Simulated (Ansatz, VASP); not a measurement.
## One calculation of S, two programs

```
CELL_PARAMETERS angstrom
5.08041 0.00000 0.00000
0.00000 5.08041 0.00000
0.00000 0.00000 5.08041
ATOMIC_POSITIONS crystal
S 0.50000 0.50000 0.50000
S 0.00000 0.00000 0.00000
S 0.25000 0.00000 0.50000
S 0.50000 0.25000 0.00000
S 0.50000 0.75000 0.00000
S 0.75000 0.00000 0.50000
S 0.00000 0.50000 0.75000
S 0.00000 0.50000 0.25000
```

Alike in both runs: functional r2SCAN; k mesh 4 × 4 × 4; occupations gaussian, width 0.1 eV; no spin polarisation.

Ansatz relaxed the structure, and its values are those at the end. VASP's run is a single point on that final structure, the one shown.

```csv
,VASP,Ansatz
version,VASP 6.6.1,Ansatz 0.2.0
potentials or method,"VASP PAW PBE potentials, release 64 (S)","scalar-relativistic, plane waves, PAW"
plane-wave cutoff (eV),520,500
valence electrons in the cell,48,48
```

VASP gave:

```
gap on the k mesh at the Fermi level (eV) : none
pressure (GPa)                            : -0.3
```

Task: What did Ansatz give for the same quantities?

Result: gap on the k mesh at the Fermi level (eV): none; pressure (GPa): 0.0.

A gap of «none» marks a metal or a gap that the smearing closes.

Caveats: the PAW data sets were made with another functional, which shifts forces and pressure a little (VASP).
